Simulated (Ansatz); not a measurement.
# Zinc, simple cubic under PBEsol: from relaxation to bulk modulus, part 2 of 2

What does PBEsol give for zinc in the simple cubic structure? We relax it, solve it on a dense k-mesh, then scale the cell to 7 volumes from 88 to 112 % of the relaxed one and try a fit of the equation of state. Spin polarisation is left out. The k-meshes are 12×12×12 for the relaxation; 20×20×20 for the dense run; 14×14×14 for the volumes.

Ansatz 0.2.0; DFT, PBEsol, plane waves (420 eV) with PAW, scalar-relativistic. The steps go on from the part before.

### Step 6. At 96 % of the relaxed volume

This is Zn in the simple cubic structure; at room conditions it is hcp.

Contents of input.yaml:

```yaml
crystal:
  lattice:
    - [2.5289244806, 0.0, 0.0]
    - [0.0, 2.5289244806, 0.0]
    - [0.0, 0.0, 2.5289244806]
  atoms:
    - { symbol: Zn, position: [0.0, 0.0, 0.0] }
hamiltonian:
  xc: pbesol
  pseudopotentials:
    kind: paw
    azcp:
      Zn: "pseudopotentials/Zn.paw.azcp"
basis:
  ecutwfc: 420
  fft_grid_basis: typed
kpoints:
  mp_grid: { grid: [14, 14, 14], shift: [0, 0, 0] }
magnetization:
  spin_polarized: false
scf:
  occupations: { method: fermi_dirac, width: 0.1 }
  lower_state_search: "off"
output:
  stress: true
  write_density: true
  write_potential: true
  elf: true
  volumetric_format: npy
```

The program printed, cut to the lines that bear on the results:

```text
Warning: <dir> the record states the generating functional pbe (its physics header spells it `PBE`), which answers neither for hamiltonian.xc's functional nor for the pbesol family's — results may be inconsistent (PPs are generated against a specific XC)
Warning: RAYON_NUM_THREADS=2 ignored (pool sized by the plan → 2); use --threads N
[...]
Pseudopotentials: kind: paw
Pseudopotential: Zn, paw, valence charge 12, recommended cutoff 420 eV (normal), <dir>
Functional definition: PBEsol
[...]
Crystal: 1 atoms, lattice volume = 16.174 Å³
Basis set: ecut = 420 eV, 305 PW (Γ)
Bands: 10, of which v1, the nominal top of the filled ones, is band 6 counted from 1 (5 counted from 0)
Symmetry: 48 space group operations
Space group: Pm-3m (ITA 221), of the structure as read, at distance tolerance 2.5e-5 Å
k-points: 120 of 2744
[...]
SCF iter   1: F=—  HF=-3280.615836 eV  |F-HF|=—  |Δ(HF+E_count)|=         —  Δρ=1.08e-3  dr2=6.48e-5  ethr=1.77e-3  ⟨swp⟩=5.0  Hψ=7733  notcnv=0
[...]
SCF iter   7: F=-3280.615337 eV  HF=-3280.615337 eV  |F-HF|=5.85e-8  |Δ(HF+E_count)|=   1.50e-7  Δρ=2.52e-5  dr2=5.55e-8  ethr=8.33e-10  ⟨swp⟩=5.8  Hψ=6747  notcnv=0
[...]
SCF converged after 7 iterations
Free energy (F): -3280.615337 eV
[...]
E sigma→0 (E₀):  -3280.609476 eV
Entropy (-TS):   -0.011721 eV (-11.721 meV/atom)
Fermi energy:    9.732310 eV
[...]
--- Stress (GPa, compression-positive) ---
        2.987038       0.000000       0.000000
        0.000000       2.987038       0.000000
        0.000000       0.000000       2.987038
  P = ⅓ Tr σ = 2.9870 GPa (29.870 kbar)
--- Band table (eV; the first three rows and the last of 120) ---
  k-point 0: bands = ["-0.0115", "1.5539", "1.5539", "2.9893", "2.9893", "2.9893", "22.8831", "22.8831", "22.8831", "25.8328"]
[...]
```

Run time: 1.2 s. Hardware: 2 threads of Arm Neoverse V1, shared host; peak memory 0.28 GiB.

### Step 7. At 100 % of the relaxed volume

Edit input.yaml of step 6 so:

```diff
@@ -2,5 +2,5 @@
   lattice:
-    - [2.5289244806, 0.0, 0.0]
-    - [0.0, 2.5289244806, 0.0]
-    - [0.0, 0.0, 2.5289244806]
+    - [2.5635715871, 0.0, 0.0]
+    - [0.0, 2.5635715871, 0.0]
+    - [0.0, 0.0, 2.5635715871]
   atoms:
@@ -25,5 +25 @@
   stress: true
-  write_density: true
-  write_potential: true
-  elf: true
-  volumetric_format: npy
```

The program printed, cut to the lines that bear on the results:

```text
Warning: <dir> the record states the generating functional pbe (its physics header spells it `PBE`), which answers neither for hamiltonian.xc's functional nor for the pbesol family's — results may be inconsistent (PPs are generated against a specific XC)
Warning: RAYON_NUM_THREADS=2 ignored (pool sized by the plan → 2); use --threads N
[...]
Pseudopotentials: kind: paw
Pseudopotential: Zn, paw, valence charge 12, recommended cutoff 420 eV (normal), <dir>
Functional definition: PBEsol
[...]
Crystal: 1 atoms, lattice volume = 16.848 Å³
Basis set: ecut = 420 eV, 341 PW (Γ)
Bands: 10, of which v1, the nominal top of the filled ones, is band 6 counted from 1 (5 counted from 0)
Symmetry: 48 space group operations
Space group: Pm-3m (ITA 221), of the structure as read, at distance tolerance 2.6e-5 Å
k-points: 120 of 2744
[...]
SCF iter   1: F=—  HF=-3280.622219 eV  |F-HF|=—  |Δ(HF+E_count)|=         —  Δρ=7.76e-4  dr2=5.15e-5  ethr=1.77e-3  ⟨swp⟩=5.0  Hψ=7699  notcnv=0
[...]
SCF iter   8: F=-3280.621722 eV  HF=-3280.621722 eV  |F-HF|=3.31e-8  |Δ(HF+E_count)|=   8.61e-8  Δρ=1.85e-5  dr2=3.20e-8  ethr=8.33e-10  ⟨swp⟩=2.8  Hψ=4660  notcnv=0
[...]
SCF converged after 8 iterations
Free energy (F): -3280.621722 eV
[...]
E sigma→0 (E₀):  -3280.615924 eV
Entropy (-TS):   -0.011597 eV (-11.597 meV/atom)
Fermi energy:    9.169524 eV
[...]
--- Stress (GPa, compression-positive) ---
        0.162570       0.000000       0.000000
        0.000000       0.162570       0.000000
        0.000000       0.000000       0.162570
  P = ⅓ Tr σ = 0.1626 GPa (1.626 kbar)
```

It took 0.99 s on 2 threads of Arm Neoverse V1, shared host; peak memory 0.27 GiB.

### Step 8. At 104 % of the relaxed volume

Edit input.yaml of step 7 so:

```diff
@@ -2,5 +2,5 @@
   lattice:
-    - [2.5635715871, 0.0, 0.0]
-    - [0.0, 2.5635715871, 0.0]
-    - [0.0, 0.0, 2.5635715871]
+    - [2.5973066608, 0.0, 0.0]
+    - [0.0, 2.5973066608, 0.0]
+    - [0.0, 0.0, 2.5973066608]
   atoms:
```

The program printed, cut to the lines that bear on the results:

```text
Warning: <dir> the record states the generating functional pbe (its physics header spells it `PBE`), which answers neither for hamiltonian.xc's functional nor for the pbesol family's — results may be inconsistent (PPs are generated against a specific XC)
Warning: RAYON_NUM_THREADS=2 ignored (pool sized by the plan → 2); use --threads N
[...]
Pseudopotentials: kind: paw
Pseudopotential: Zn, paw, valence charge 12, recommended cutoff 420 eV (normal), <dir>
Functional definition: PBEsol
[...]
Crystal: 1 atoms, lattice volume = 17.521 Å³
Basis set: ecut = 420 eV, 341 PW (Γ)
Bands: 10, of which v1, the nominal top of the filled ones, is band 6 counted from 1 (5 counted from 0)
Symmetry: 48 space group operations
Space group: Pm-3m (ITA 221), of the structure as read, at distance tolerance 2.6e-5 Å
k-points: 120 of 2744
[...]
SCF iter   1: F=—  HF=-3280.618070 eV  |F-HF|=—  |Δ(HF+E_count)|=         —  Δρ=6.45e-4  dr2=5.74e-5  ethr=1.77e-3  ⟨swp⟩=5.2  Hψ=7696  notcnv=0
[...]
SCF iter   8: F=-3280.617534 eV  HF=-3280.617534 eV  |F-HF|=6.17e-8  |Δ(HF+E_count)|=   1.44e-7  Δρ=2.47e-5  dr2=6.10e-8  ethr=8.33e-10  ⟨swp⟩=3.0  Hψ=4663  notcnv=0
[...]
SCF converged after 8 iterations
Free energy (F): -3280.617534 eV
[...]
E sigma→0 (E₀):  -3280.611731 eV
Entropy (-TS):   -0.011606 eV (-11.606 meV/atom)
Fermi energy:    8.650501 eV
[...]
--- Stress (GPa, compression-positive) ---
       -2.069463       0.000000       0.000000
        0.000000      -2.069463       0.000000
        0.000000       0.000000      -2.069463
  P = ⅓ Tr σ = -2.0695 GPa (-20.695 kbar)
```

It took 1 s on 2 threads of Arm Neoverse V1, shared host; peak memory 0.27 GiB.

### Step 9. At 108 % of the relaxed volume

Edit input.yaml of step 8 so:

```diff
@@ -2,5 +2,5 @@
   lattice:
-    - [2.5973066608, 0.0, 0.0]
-    - [0.0, 2.5973066608, 0.0]
-    - [0.0, 0.0, 2.5973066608]
+    - [2.6301874509, 0.0, 0.0]
+    - [0.0, 2.6301874509, 0.0]
+    - [0.0, 0.0, 2.6301874509]
   atoms:
```

The program printed, cut to the lines that bear on the results:

```text
Warning: <dir> the record states the generating functional pbe (its physics header spells it `PBE`), which answers neither for hamiltonian.xc's functional nor for the pbesol family's — results may be inconsistent (PPs are generated against a specific XC)
Warning: RAYON_NUM_THREADS=2 ignored (pool sized by the plan → 2); use --threads N
[...]
Pseudopotentials: kind: paw
Pseudopotential: Zn, paw, valence charge 12, recommended cutoff 420 eV (normal), <dir>
Functional definition: PBEsol
[...]
Crystal: 1 atoms, lattice volume = 18.195 Å³
Basis set: ecut = 420 eV, 365 PW (Γ)
Bands: 10, of which v1, the nominal top of the filled ones, is band 6 counted from 1 (5 counted from 0)
Symmetry: 48 space group operations
Space group: Pm-3m (ITA 221), of the structure as read, at distance tolerance 2.6e-5 Å
k-points: 120 of 2744
[...]
SCF iter   1: F=—  HF=-3280.605519 eV  |F-HF|=—  |Δ(HF+E_count)|=         —  Δρ=5.70e-4  dr2=4.74e-5  ethr=1.77e-3  ⟨swp⟩=5.2  Hψ=7661  notcnv=0
[...]
SCF iter   7: F=-3280.604997 eV  HF=-3280.604997 eV  |F-HF|=1.03e-7  |Δ(HF+E_count)|=   2.69e-7  Δρ=3.07e-5  dr2=9.79e-8  ethr=8.33e-10  ⟨swp⟩=3.1  Hψ=4765  notcnv=0
[...]
SCF converged after 7 iterations
Free energy (F): -3280.604997 eV
[...]
E sigma→0 (E₀):  -3280.599125 eV
Entropy (-TS):   -0.011744 eV (-11.744 meV/atom)
Fermi energy:    8.171337 eV
[...]
--- Stress (GPa, compression-positive) ---
       -3.816593      -0.000000       0.000000
        0.000000      -3.816593       0.000000
        0.000000       0.000000      -3.816593
  P = ⅓ Tr σ = -3.8166 GPa (-38.166 kbar)
```

It took 0.99 s on 2 threads of Arm Neoverse V1, shared host; peak memory 0.28 GiB.

### Step 10. At 112 % of the relaxed volume

Edit input.yaml of step 9 so:

```diff
@@ -2,5 +2,5 @@
   lattice:
-    - [2.6301874509, 0.0, 0.0]
-    - [0.0, 2.6301874509, 0.0]
-    - [0.0, 0.0, 2.6301874509]
+    - [2.6622660691, 0.0, 0.0]
+    - [0.0, 2.6622660691, 0.0]
+    - [0.0, 0.0, 2.6622660691]
   atoms:
```

The program printed, cut to the lines that bear on the results:

```text
Warning: <dir> the record states the generating functional pbe (its physics header spells it `PBE`), which answers neither for hamiltonian.xc's functional nor for the pbesol family's — results may be inconsistent (PPs are generated against a specific XC)
Warning: RAYON_NUM_THREADS=2 ignored (pool sized by the plan → 2); use --threads N
[...]
Pseudopotentials: kind: paw
Pseudopotential: Zn, paw, valence charge 12, recommended cutoff 420 eV (normal), <dir>
Functional definition: PBEsol
[...]
Crystal: 1 atoms, lattice volume = 18.869 Å³
Basis set: ecut = 420 eV, 365 PW (Γ)
Bands: 10, of which v1, the nominal top of the filled ones, is band 6 counted from 1 (5 counted from 0)
Symmetry: 48 space group operations
Space group: Pm-3m (ITA 221), of the structure as read, at distance tolerance 2.7e-5 Å
k-points: 120 of 2744
[...]
SCF iter   1: F=—  HF=-3280.586472 eV  |F-HF|=—  |Δ(HF+E_count)|=         —  Δρ=4.77e-4  dr2=2.76e-5  ethr=1.77e-3  ⟨swp⟩=5.3  Hψ=7713  notcnv=0
[...]
SCF iter   8: F=-3280.585990 eV  HF=-3280.585991 eV  |F-HF|=4.85e-8  |Δ(HF+E_count)|=   2.30e-7  Δρ=2.06e-5  dr2=4.55e-8  ethr=8.33e-10  ⟨swp⟩=3.1  Hψ=4862  notcnv=0
[...]
SCF converged after 8 iterations
Free energy (F): -3280.585990 eV
[...]
E sigma→0 (E₀):  -3280.580012 eV
Entropy (-TS):   -0.011957 eV (-11.957 meV/atom)
Fermi energy:    7.728412 eV
[...]
--- Stress (GPa, compression-positive) ---
       -5.164293       0.000000      -0.000000
       -0.000000      -5.164293       0.000000
        0.000000       0.000000      -5.164293
  P = ⅓ Tr σ = -5.1643 GPa (-51.643 kbar)
```

Wall time 1 s (2 threads of Arm Neoverse V1, shared host); peak memory 0.28 GiB.

### Step 11. Fitting the volumes

The cell was scaled evenly, with its shape and the fractional positions fixed.

```
V (Å³/atom)  E − E₀ (meV/atom)  P from the stress (GPa)  P from the fit (GPa)
     14.826               63.2                    11.09                 11.14
     15.500               26.3                     6.56                  6.58
     16.174                6.4                     2.99                  3.00
     16.848                0.0                     0.16                  0.17
     17.521                4.2                    -2.07                 -2.07
     18.195               16.8                    -3.82                 -3.83
     18.869               35.9                    -5.16                 -5.23
```

Fit (Birch-Murnaghan, third order): V₀ = 16.893 Å³/atom, B₀ = 62 GPa, B₀′ = 4.9, largest residual 0.04 meV/atom.

### Step 12. Summary of results

What follows sums up all 2 parts.

| quantity | value |
| --- | --- |
| space group (spins left aside) | Pm-3m (No. 221) |
| conventional cell | a = 2.564 Å |
| volume | 16.848 Å³/atom |
| shortest distance | 2.564 Å |
| gap on the mesh | none (levels filled in part) |
| relative to hcp | +290 meV/atom |
| V₀, B₀, B₀′ | 16.893 Å³/atom, 62 GPa, 4.9 |

The relaxation enlarged the cell by 2.6 % in volume. It lies 290 meV/atom above the element's reference form at the same level (hcp, from a run of its own), so it is far from stable. No gap shows: it is a metal or semimetal at this level. B₀ comes out at 62 GPa. Relaxation kept the symmetry; phonons were not checked.
